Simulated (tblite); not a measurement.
# GFN1-xTB (tblite) on RbBr: a test of settings

Which settings matter? One reference run, then one change at a time; some changes are unwise on purpose.

Computed with tblite 0.8.0 (GFN1-xTB (tblite), atoms fixed, no spin polarisation, unless a step's input says otherwise).

### Step 1. The system as given

Symmetry: Pm-3m, No. 221, cubic system. The conventional cell has a = 4.124 Å, b = 4.124 Å, c = 4.124 Å, α = 90.00°, β = 90.00°, γ = 90.00°. Rb (site symmetry m-3m) is surrounded by 8 Br at 3.57 Å. Br (site symmetry m-3m) is surrounded by 8 Rb at 3.57 Å.

Coordinates:

```cif
data_structure
_symmetry_space_group_name_H-M 'Pm-3m'
_symmetry_Int_Tables_number 221
_cell_length_a 4.1243
_cell_length_b 4.1243
_cell_length_c 4.1243
_cell_angle_alpha 90.000
_cell_angle_beta 90.000
_cell_angle_gamma 90.000
_cell_volume 70.15
loop_
_atom_site_label
_atom_site_type_symbol
_atom_site_symmetry_multiplicity
_atom_site_Wyckoff_symbol
_atom_site_fract_x
_atom_site_fract_y
_atom_site_fract_z
_atom_site_occupancy
Rb1 Rb 1 a 0.00000 0.00000 0.00000 1
Br1 Br 1 b 0.50000 0.50000 0.50000 1
```

The structure type (database structure) is imposed and need not be the compound's stable one.

### Step 2. The reference run

run.py

```python
import json
from ase import Atoms
from ase.build import make_supercell
from ase.units import Bohr, GPa, Hartree
from tblite.interface import Calculator

atoms = Atoms(['Rb', 'Br'],
              cell=[[4.124253, 0.0, 0.0], [0.0, 4.124253, 0.0], [0.0, 0.0, 4.124253]],
              scaled_positions=[[0.0, 0.0, 0.0], [0.5, 0.5, 0.5]],
              pbc=True)
cluster = make_supercell(atoms, [[2, 0, 0], [0, 2, 0], [0, 0, 2]])
calc = Calculator('GFN1-xTB', cluster.numbers, cluster.positions / Bohr, lattice=cluster.cell[:] / Bohr, periodic=cluster.pbc)
calc.set('temperature', 0.02 / Hartree)
calc.set('max-iter', 150)
res = calc.singlepoint()
levels = res.get('orbital-energies') * Hartree
nv = round(res.get('orbital-occupations').sum() / 2)
cells = len(cluster) // len(atoms)
out = {'energy_per_cell': res.get('energy') * Hartree / cells, 'homo': levels[nv - 1], 'lumo': levels[nv],
       'stress': (-res.get('virial') * Hartree / cluster.get_volume() / GPa).tolist(), 'charges': res.get('charges')[:len(atoms)].tolist(), 'electrons': 2 * nv / cells}
json.dump(out, open('results.json', 'w'))
for key, value in out.items():
    print(key, value)
```

The run is started by

```bash
$ python run.py
```

Log:

```text
------------------------------------------------------------
  cycle        total energy    energy error   density error
------------------------------------------------------------
      1     -34.38213379482  -3.4336363E+01   5.5903909E-01
      2      66.76326295397   1.0114540E+02   7.0217355E-01
      3      8.020864636205  -5.8742398E+01   6.2440777E-01
      4      9.487861943757   1.4669973E+00   5.2696068E-01
      5      1.440082388154  -8.0477796E+00   4.4116507E-01
      6     -2.685950717664  -4.1260331E+00   4.0737311E-01
      7     -27.63960988950  -2.4953659E+01   2.5335882E-01
      8     -28.01199190388  -3.7238201E-01   2.4753138E-01
      9     -31.38088535333  -3.3688934E+00   1.4571384E-01
     10     -3.209782365192   2.8171103E+01   4.0014692E-01
     11     -33.18154155268  -2.9971759E+01   8.8935769E-02
     12     -14.17503946287   1.9006502E+01   3.1370460E-01
     13     -24.24305434501  -1.0068015E+01   2.5976284E-01
     14     -33.94298702473  -9.6999327E+00   7.5266559E-02
     15     -23.16147040675   1.0781517E+01   2.3497409E-01
     16     -33.56869699073  -1.0407227E+01   7.8501540E-02
     17     -27.52165006017   6.0470469E+00   1.8207355E-01
     18     -34.63652542422  -7.1148754E+00   3.0021447E-02
     19     -31.27086766694   3.3656578E+00   1.2586310E-01
     20     -34.70192804983  -3.4310604E+00   1.9600939E-02
     21     -33.60993330732   1.0919947E+00   7.1924582E-02
     22     -34.61405698391  -1.0041237E+00   2.5808170E-02
     23     -34.56073829211   5.3318692E-02   2.9122734E-02
     24     -34.74020620351  -1.7946791E-01   5.1179374E-03
     25     -34.72971197627   1.0494227E-02   7.3692290E-03
     26     -34.73716434320  -7.4523669E-03   4.3566174E-03
     27     -34.74046724484  -3.3029016E-03   2.3178310E-03
     28     -34.74034272607   1.2451877E-04   2.6299990E-03
     29     -34.74033839613   4.3299367E-06   2.5804186E-03
     30     -34.74053193111  -1.9353498E-04   2.4654539E-03
     31     -34.74055502632  -2.3095212E-05   2.5422373E-03
     32     -34.74055635205  -1.3257348E-06   2.6537217E-03
     33     -34.74064950792  -9.3155864E-05   2.6797786E-03
     34     -34.74075042777  -1.0091985E-04   2.6676061E-03
     35     -34.74080846927  -5.8041507E-05   2.5874979E-03
     36     -34.74085148674  -4.3017462E-05   1.7626059E-03
     37     -34.74084757393   3.9128022E-06   6.4222241E-04
     38     -34.74085787135  -1.0297411E-05   1.2639983E-04
     39     -34.74085845304  -5.8169075E-07   4.5166447E-05
     40     -34.74085846164  -8.5998479E-09   2.0361773E-05
     41     -34.74085843972   2.1918680E-08   1.1158667E-05
------------------------------------------------------------

 total:                                   0.372 sec
energy_per_cell -118.16836372763287
homo 36.33489373721937
lumo 37.31307156929927
stress [[-0.8834632149199183, 0.001620269238126206, 0.001620269238269971], [0.0016202692381262268, -0.8834632149206856, 0.0016202692379984516], [0.0016202692382699397, 0.0016202692379984457, -0.8834632149206251]]
charges [0.5439520479263303, -0.5448846680659508]
electrons 8.0
```

Run time: 0.88 s. Hardware: 1 thread of Arm Neoverse V2, shared host; peak memory 0.096 GiB.

Gap 0.98 eV; pressure -0.9 GPa. The 16 atoms of the cluster fold only a few k-points onto the zone centre, so gap and energy may not be converged in the cluster's size. The state is unphysical (a highest filled level at 36 eV), so these numbers say nothing of the crystal.

### Step 3. Change: accuracy = 10.0

Changes to run.py since step 2:

```diff
@@ -14,2 +14,3 @@
 calc.set('max-iter', 150)
+calc.set('accuracy', 10.0)
 res = calc.singlepoint()
```

The run is started by

```bash
$ python run.py
```

Log:

```text
------------------------------------------------------------
  cycle        total energy    energy error   density error
------------------------------------------------------------
      1     -34.38213379482  -3.4336363E+01   5.5903909E-01
      2      66.76326295397   1.0114540E+02   7.0217355E-01
      3      8.020864636205  -5.8742398E+01   6.2440777E-01
      4      9.487861943757   1.4669973E+00   5.2696068E-01
      5      1.440082388154  -8.0477796E+00   4.4116507E-01
      6     -2.685950717664  -4.1260331E+00   4.0737311E-01
      7     -27.63960988950  -2.4953659E+01   2.5335882E-01
      8     -28.01199190388  -3.7238201E-01   2.4753138E-01
      9     -31.38088535333  -3.3688934E+00   1.4571384E-01
     10     -3.209782365192   2.8171103E+01   4.0014692E-01
     11     -33.18154155268  -2.9971759E+01   8.8935769E-02
     12     -14.17503946287   1.9006502E+01   3.1370460E-01
     13     -24.24305434501  -1.0068015E+01   2.5976284E-01
     14     -33.94298702473  -9.6999327E+00   7.5266559E-02
     15     -23.16147040675   1.0781517E+01   2.3497409E-01
     16     -33.56869699073  -1.0407227E+01   7.8501540E-02
     17     -27.52165006017   6.0470469E+00   1.8207355E-01
     18     -34.63652542422  -7.1148754E+00   3.0021447E-02
     19     -31.27086766694   3.3656578E+00   1.2586310E-01
     20     -34.70192804983  -3.4310604E+00   1.9600939E-02
     21     -33.60993330732   1.0919947E+00   7.1924582E-02
     22     -34.61405698391  -1.0041237E+00   2.5808170E-02
     23     -34.56073829211   5.3318692E-02   2.9122734E-02
     24     -34.74020620351  -1.7946791E-01   5.1179374E-03
     25     -34.72971197627   1.0494227E-02   7.3692290E-03
     26     -34.73716434320  -7.4523669E-03   4.3566174E-03
     27     -34.74046724484  -3.3029016E-03   2.3178310E-03
     28     -34.74034272607   1.2451877E-04   2.6299990E-03
     29     -34.74033839613   4.3299367E-06   2.5804186E-03
     30     -34.74053193111  -1.9353498E-04   2.4654539E-03
     31     -34.74055502632  -2.3095212E-05   2.5422373E-03
     32     -34.74055635205  -1.3257348E-06   2.6537217E-03
     33     -34.74064950792  -9.3155864E-05   2.6797786E-03
     34     -34.74075042777  -1.0091985E-04   2.6676061E-03
     35     -34.74080846927  -5.8041507E-05   2.5874979E-03
     36     -34.74085148674  -4.3017462E-05   1.7626059E-03
     37     -34.74084757393   3.9128022E-06   6.4222241E-04
     38     -34.74085787135  -1.0297411E-05   1.2639983E-04
     39     -34.74085845304  -5.8169075E-07   4.5166447E-05
------------------------------------------------------------

 total:                                   0.371 sec
energy_per_cell -118.16836377293588
homo 36.33833757308942
lumo 37.316491309960945
stress [[-0.8835482696528889, 0.001620164530775884, 0.0016201645307018116], [0.0016201645307758158, -0.883548269653462, 0.0016201645305859806], [0.0016201645307018179, 0.0016201645305860075, -0.8835482696528506]]
charges [0.5439583564547964, -0.5449171926816618]
electrons 8.0
```

It took 0.88 s on 1 thread of Arm Neoverse V2, shared host; peak memory 0.096 GiB.

Against the reference run the gap moves by 0.00 eV and the energy by 0.0 meV/atom. The state is unphysical (a highest filled level at 36 eV), so these numbers say nothing of the crystal.

### Step 4. Change: temperature = 0.1

Changes to run.py since step 3:

```diff
@@ -12,5 +12,4 @@
 calc = Calculator('GFN1-xTB', cluster.numbers, cluster.positions / Bohr, lattice=cluster.cell[:] / Bohr, periodic=cluster.pbc)
-calc.set('temperature', 0.02 / Hartree)
+calc.set('temperature', 0.1 / Hartree)
 calc.set('max-iter', 150)
-calc.set('accuracy', 10.0)
 res = calc.singlepoint()
```

The run is started by

```bash
$ python run.py
```

Log:

```text
------------------------------------------------------------
  cycle        total energy    energy error   density error
------------------------------------------------------------
      1     -34.38214448476  -3.4336373E+01   5.5903779E-01
      2      82.77004853135   1.1715219E+02   7.7745108E-01
      3      7.663528940535  -7.5106520E+01   6.3275222E-01
      4      7.950968000558   2.8743906E-01   5.3616098E-01
      5    -0.6150307488968E-01  -8.0124711E+00   4.5000620E-01
      6     -1.480733493364  -1.4192304E+00   4.3791480E-01
      7     -33.80264562569  -3.2321912E+01   6.8392242E-02
      8     -13.67494856057   2.0127697E+01   3.3712537E-01
      9     -22.26786181629  -8.5929133E+00   2.5420690E-01
     10     -31.76304015261  -9.4951783E+00   1.1745811E-01
     11     -33.72702996714  -1.9639898E+00   1.1423854E-01
     12     -30.98148409024   2.7455459E+00   1.6764886E-01
     13     -29.11691468316   1.8645694E+00   1.7606621E-01
     14     -29.24443142576  -1.2751674E-01   1.7111388E-01
     15     -34.44842070278  -5.2039893E+00   6.3901523E-02
     16     -32.95300464620   1.4954161E+00   9.4554274E-02
     17     -23.52687012475   9.4261345E+00   2.5702504E-01
     18     -34.70399135309  -1.1177121E+01   4.5861343E-02
     19     -34.71044621652  -6.4548634E-03   1.2700135E-02
     20     -34.09101791281   6.1942830E-01   6.3914184E-02
     21     -34.17384828897  -8.2830376E-02   5.4629081E-02
     22     -34.71692210649  -5.4307382E-01   1.0315575E-02
     23     -34.70898488762   7.9372189E-03   1.3254092E-02
     24     -34.73627510477  -2.7290217E-02   6.5303996E-03
     25     -34.73471282181   1.5622830E-03   6.0431023E-03
     26     -34.74113845362  -6.4256318E-03   1.2747501E-03
     27     -34.74057946810   5.5898552E-04   1.7351603E-03
     28     -34.74116179157  -5.8232347E-04   3.1440250E-04
     29     -34.74113659795   2.5193620E-05   3.9146025E-04
     30     -34.74116140525  -2.4807293E-05   1.3655502E-04
     31     -34.74115767065   3.7345974E-06   1.8012355E-04
     32     -34.74115873592  -1.0652724E-06   1.7067650E-04
     33     -34.74116183534  -3.0994198E-06   9.1566141E-05
     34     -34.74116287815  -1.0428129E-06   2.6756430E-05
     35     -34.74116303190  -1.5375052E-07   4.6098787E-06
------------------------------------------------------------

 total:                                   0.364 sec
energy_per_cell -118.16939977457606
homo 36.0963792789342
lumo 37.0998909501664
stress [[-0.8567721115247783, 0.0016042957209758536, 0.0016042957209445614], [0.0016042957209757996, -0.8567721115243268, 0.0016042957209686588], [0.001604295720944529, 0.0016042957209686825, -0.8567721115268654]]
charges [0.5412037775717788, -0.542005500016035]
electrons 8.0
```

Run time: 0.86 s. Hardware: 1 thread of Arm Neoverse V2, shared host; peak memory 0.096 GiB.

Against the reference run the gap moves by +0.03 eV and the energy by -0.5 meV/atom. The state is unphysical (a highest filled level at 36 eV), so these numbers say nothing of the crystal.

### Step 5. Change: method = IPEA1-xTB

Changes to run.py since step 4:

```diff
@@ -11,4 +11,4 @@
 cluster = make_supercell(atoms, [[2, 0, 0], [0, 2, 0], [0, 0, 2]])
-calc = Calculator('GFN1-xTB', cluster.numbers, cluster.positions / Bohr, lattice=cluster.cell[:] / Bohr, periodic=cluster.pbc)
-calc.set('temperature', 0.1 / Hartree)
+calc = Calculator('IPEA1-xTB', cluster.numbers, cluster.positions / Bohr, lattice=cluster.cell[:] / Bohr, periodic=cluster.pbc)
+calc.set('temperature', 0.02 / Hartree)
 calc.set('max-iter', 150)
```

The run is started by

```bash
$ python run.py
```

Log:

```text
------------------------------------------------------------
  cycle        total energy    energy error   density error
------------------------------------------------------------
      1     -34.31042852490  -3.4264657E+01   5.5957493E-01
      2     -34.68244710735  -3.7201858E-01   3.1890967E-01
      3     -34.61408658023   6.8360527E-02   2.6706537E-01
      4     -34.98969084444  -3.7560426E-01   1.0011886E-01
      5     -35.03572815248  -4.6037308E-02   5.4325670E-02
      6     -35.04645747622  -1.0729324E-02   3.0372695E-02
      7     -35.05209760700  -5.6401308E-03   2.1267124E-03
      8     -35.05213892899  -4.1321987E-05   9.1884424E-05
      9     -35.05213417800   4.7509844E-06   6.6762041E-04
     10     -35.05213894009  -4.7620851E-06   1.9578336E-05
     11     -35.05213894219  -2.1003004E-09   8.8069843E-06
------------------------------------------------------------

 total:                                   0.327 sec
energy_per_cell -119.22716046696132
homo -11.381370737730881
lumo -11.38137073770658
stress [[2.739632969214656, 2.7693588332748507e-14, 1.2803324838958456e-13], [2.768783819302011e-14, 2.739632969630633, 1.725695523844512e-14], [1.280550970792583e-13, 1.7232492198520172e-14, 2.7396329724430024]]
charges [0.16573600149383827, -0.16573432531281326]
electrons 8.0
```

Wall time 0.82 s (1 thread of Arm Neoverse V2, shared host); peak memory 0.095 GiB.

Totals of another method or basis aren't compared here.

### Step 6. Change: max-iter = 2

Changes to run.py since step 5:

```diff
@@ -11,5 +11,5 @@
 cluster = make_supercell(atoms, [[2, 0, 0], [0, 2, 0], [0, 0, 2]])
-calc = Calculator('IPEA1-xTB', cluster.numbers, cluster.positions / Bohr, lattice=cluster.cell[:] / Bohr, periodic=cluster.pbc)
+calc = Calculator('GFN1-xTB', cluster.numbers, cluster.positions / Bohr, lattice=cluster.cell[:] / Bohr, periodic=cluster.pbc)
 calc.set('temperature', 0.02 / Hartree)
-calc.set('max-iter', 150)
+calc.set('max-iter', 2)
 res = calc.singlepoint()
```

The run is started by

```bash
$ python run.py
```

Log:

```text
[... start of the log left out ...]
------------------------------------------------------------
  cycle        total energy    energy error   density error
------------------------------------------------------------
      1     -34.38213379482  -3.4336363E+01   5.5903909E-01
      2      66.76326295397   1.0114540E+02   7.0217355E-01
------------------------------------------------------------

 total:                                   0.327 sec
tblite.exceptions.TBLiteRuntimeError: SCF not converged in 2 cycles
```

It took 0.82 s on 1 thread of Arm Neoverse V2, shared host; peak memory 0.095 GiB.

The run did not converge.

### Step 7. Change: cluster = 1x1x1

Changes to run.py since step 6:

```diff
@@ -10,6 +10,6 @@
               pbc=True)
-cluster = make_supercell(atoms, [[2, 0, 0], [0, 2, 0], [0, 0, 2]])
+cluster = make_supercell(atoms, [[1, 0, 0], [0, 1, 0], [0, 0, 1]])
 calc = Calculator('GFN1-xTB', cluster.numbers, cluster.positions / Bohr, lattice=cluster.cell[:] / Bohr, periodic=cluster.pbc)
 calc.set('temperature', 0.02 / Hartree)
-calc.set('max-iter', 2)
+calc.set('max-iter', 150)
 res = calc.singlepoint()
```

The run is started by

```bash
$ python run.py
```

Log:

```text
------------------------------------------------------------
  cycle        total energy    energy error   density error
------------------------------------------------------------
      1     -2.498019462270  -2.4922981E+00   6.5671394E-01
      2    -0.8015173653405   1.6965021E+00   9.5348262E-01
      3     -2.083862992549  -1.2823456E+00   7.5855364E-01
      4     -2.454880268502  -3.7101728E-01   6.4727234E-01
      5     -2.324120089477   1.3076018E-01   6.9292696E-01
      6     -2.501670862820  -1.7755077E-01   6.4117599E-01
      7     -4.170421563456  -1.6687507E+00   6.6686247E-02
      8     -2.660051428395   1.5103701E+00   6.0749317E-01
      9     -2.337397415011   3.2265401E-01   6.9153973E-01
     10     -2.642708359727  -3.0531094E-01   6.0965482E-01
     11     -3.925604400412  -1.2828960E+00   2.5812233E-01
     12     -2.693559628598   1.2320448E+00   5.9821865E-01
     13     -3.909807750705  -1.2162481E+00   2.6524197E-01
     14     -2.696011322467   1.2137964E+00   5.9684640E-01
     15     -3.800394297598  -1.1043830E+00   3.1366591E-01
     16     -2.736369445834   1.0640249E+00   5.8864820E-01
     17     -4.187013135626  -1.4506437E+00   3.8081983E-02
     18     -3.100672491934   1.0863406E+00   5.1064472E-01
     19     -4.085517405890  -9.8484491E-01   1.6363396E-01
     20     -4.192577397905  -1.0705999E-01   6.0830165E-03
     21     -4.160323325046   3.2254073E-02   8.9217328E-02
     22     -4.188909171350  -2.8585846E-02   3.0640960E-02
     23     -4.181674798986   7.2343724E-03   5.2363107E-02
     24     -4.187375776060  -5.7009771E-03   3.6381562E-02
     25     -4.186846296269   5.2947979E-04   3.8078102E-02
     26     -4.191697106156  -4.8508099E-03   1.5915855E-02
     27     -4.190987792071   7.0931408E-04   2.0736803E-02
     28     -4.192656827346  -1.6690353E-03   4.0856129E-03
     29     -4.192286648520   3.7017883E-04   1.0400236E-02
     30     -4.192723499096  -4.3685058E-04   5.0968365E-04
     31     -4.192674516865   4.8982232E-05   3.5165536E-03
     32     -4.192717190518  -4.2673654E-05   1.3479254E-03
     33     -4.192724418159  -7.2276409E-06   1.7408087E-04
     34     -4.192724528072  -1.0991235E-07   5.5828056E-05
     35     -4.192724531884  -3.8127217E-09   4.6632938E-05
     36     -4.192724540325  -8.4409457E-09   9.4109873E-06
------------------------------------------------------------

 total:                                   0.056 sec
energy_per_cell -114.08984596062955
homo -8.897495709696905
lumo -8.86017705569507
stress [[11.255961514804522, 2.4012902795133823e-05, 2.4012901504150823e-05], [2.4012902795150767e-05, 11.255961514809632, 2.4012904143893218e-05], [2.4012901503942023e-05, 2.4012904144110668e-05, 11.255961514793276]]
charges [0.07572234494331695, -0.07572234494329422]
electrons 8.0
```

Run time: 0.55 s. Hardware: 1 thread of Arm Neoverse V2, shared host; peak memory 0.096 GiB.

Against the reference run the gap moves by -0.94 eV and the energy by +2039.3 meV/atom. One cell at the zone centre alone can't describe the crystal.

### Step 8. Change: cluster = 3x3x3

Changes to run.py since step 7:

```diff
@@ -10,3 +10,3 @@
               pbc=True)
-cluster = make_supercell(atoms, [[1, 0, 0], [0, 1, 0], [0, 0, 1]])
+cluster = make_supercell(atoms, [[3, 0, 0], [0, 3, 0], [0, 0, 3]])
 calc = Calculator('GFN1-xTB', cluster.numbers, cluster.positions / Bohr, lattice=cluster.cell[:] / Bohr, periodic=cluster.pbc)
```

The run is started by

```bash
$ python run.py
```

Log:

```text
------------------------------------------------------------
  cycle        total energy    energy error   density error
------------------------------------------------------------
      1     -116.7521469349  -1.1659767E+02   6.0431163E-01
      2     -57.01002679630   5.9742120E+01   4.5521250E-01
      3      4344.874298354   4.4018843E+03   2.7284797E+00
      4     -10.03439430268  -4.3549087E+03   3.9511508E-01
      5     -91.36732811564  -8.1332934E+01   2.0564611E-01
      6     -116.2630268494  -2.4895699E+01   5.9859779E-02
      7     -117.2892053747  -1.0261785E+00   4.2785623E-02
      8     -117.7380582573  -4.4885288E-01   2.8497356E-02
      9     -117.5589115838   1.7914667E-01   2.2318963E-02
     10     -117.8254141168  -2.6650253E-01   6.8848030E-03
     11     -117.7708393828   5.4574734E-02   8.9763329E-03
     12     -117.8263791329  -5.5539750E-02   1.5835878E-03
     13     -117.8275870619  -1.2079290E-03   6.3409667E-04
     14     -117.8278484575  -2.6139561E-04   1.8468986E-04
     15     -117.8278718327  -2.3375184E-05   2.3034303E-05
     16     -117.8278722194  -3.8673323E-07   3.6788012E-06
------------------------------------------------------------

 total:                                   1.566 sec
energy_per_cell -118.75035982931344
homo 40.67532206170411
lumo 42.338729136066476
stress [[-3.2479862707815133, 0.0014580483206264622, 0.00145804832052079], [0.0014580483206264785, -3.2479862707814826, 0.001458048320765944], [0.0014580483205207711, 0.0014580483207659487, -3.2479862707814973]]
charges [0.5737971291463233, -0.5792696443426986]
electrons 8.0
```

Run time: 2.1 s. Hardware: 1 thread of Arm Neoverse V2, shared host; peak memory 0.11 GiB.

Against the reference run the gap moves by +0.69 eV and the energy by -291.0 meV/atom. Another cluster folds other k-points onto the zone centre, and changes which images the real-space sums reach. The state is unphysical (a highest filled level at 41 eV), so these numbers say nothing of the crystal.

### Step 9. What moved

| change | ends | gap (eV) | energy (meV/atom) | pressure (GPa) | time |
| --- | --- | --- | --- | --- | --- |
| none | converged | 0.98 | 0 | -0.9 | 0.88 s |
| accuracy = 10.0 | converged | 0.00 | 0.0 | 0.0 | 0.88 s |
| temperature = 0.1 | converged | +0.03 | -0.5 | 0.0 | 0.86 s |
| method = IPEA1-xTB | converged | -0.98 | – | +3.6 | 0.82 s |
| max-iter = 2 | not converged | – | – | – | 0.82 s |
| cluster = 1x1x1 | converged | -0.94 | +2039.3 | +12.1 | 0.55 s |
| cluster = 3x3x3 | converged | +0.69 | -291.0 | -2.4 | 2.1 s |

The first row holds values, the others changes from it. Keys are the program's: temperature in eV (tblite) or K (CP2K), cutoffs in Ry, CUTOFP in Å. Among the numerical settings, cluster = 1x1x1 moves the energy most (+2039.3 meV/atom). 1 of the 6 changes gave no result. The reference state itself is unphysical, so no row gives a property of the crystal; the table shows only how the method answers to its settings.
